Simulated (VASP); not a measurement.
## Li: single point with LDA

Crystal: Li.

```
Li
1.0
    -1.89000    1.89000    1.75000
     1.89000   -1.89000    1.75000
     1.89000    1.89000   -1.75000
Li
1
Cartesian
  0.0000 0.0000 0.0000
```

The cell isn't the ideal one: strain +0.080 along x and y, +0.000 along z, atoms carried along.

```yaml
Program: VASP 6.6.1
Task: single point
Functional: LDA
Potentials_or_basis: VASP PAW LDA potentials, release 64 (Li_sv)
Cutoff: 520 eV
k_mesh: 20 × 20 × 20
Occupations: gaussian, width 0.15 eV
Spin: no spin polarisation
```

* Band gap on the k mesh: none (metal or under the smearing width)

Levels at points of the mesh, in eV from the Fermi level:
```
           k point  band 1  band 2  band 3  band 4  band 5  band 6  band 7
(0.00, 0.00, 0.00)  -46.02   -3.23   12.11   12.11   12.60   15.87   17.15
(0.50, 0.00, 0.00)  -46.01    0.38    2.81    8.54    9.76   11.59   14.35
(0.50, 0.50, 0.00)  -46.02    0.08    2.36    9.43   10.98   12.93   15.13
(0.50, 0.50, 0.50)  -46.01    4.27    4.27    5.75    6.52    7.28   11.15
```

It took 37 s on 1 thread of Intel(R) Xeon(R) Platinum 8488C (Sapphire Rapids), with other jobs on the host, peak memory 0.19 GiB.
